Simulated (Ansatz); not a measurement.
HfC: single point with PBE0

HfC:

```
Hf C
1.0
     0.00000    2.32500    2.32500
     2.32500    0.00000    2.32500
     2.32500    2.32500    0.00000
Hf C
1 1
Direct
  0.50000 0.50000 0.50000
  0.00000 0.00000 0.00000
```

```json
{"Program": "Ansatz 0.2.0", "Task": "single point", "Functional": "PBE0", "Potentials or basis": "Ansatz PAW", "Cutoff": "420 eV (not typed: the program's choice for these potentials)", "k mesh": "4 × 4 × 4", "Occupations": "fermi-dirac, width 0.05 eV", "Spin": "spin-orbit coupling, no magnetisation"}
```

```
Pressure               : -2.1 GPa
Band gap on the k mesh : none (metal or under the smearing width)
```

Levels at points of the mesh, in eV from the Fermi level:
```csv
k point,band 28,band 29,band 30,band 31,band 32,band 33
"(0.00, 0.00, 0.00)",1.63,1.63,1.63,2.36,2.36,2.36
"(0.00, 0.00, -0.50)",-3.79,-3.73,-3.73,6.88,6.88,6.90
"(0.00, -0.50, -0.50)",-1.81,-0.71,-0.71,0.48,0.48,6.64
```

Run time: 74 s on 2 threads of Arm Neoverse V1, with other jobs on the host, peak memory 0.74 GiB.

Caveat: the k mesh is coarse (spacing up to 0.59 Å⁻¹), so the values aren't converged, least of all with exact exchange; the PAW data sets come from PBE, with cores solved anew for the run's functional, which leaves a small shift of forces and pressure; the thresholds are loose for stress.
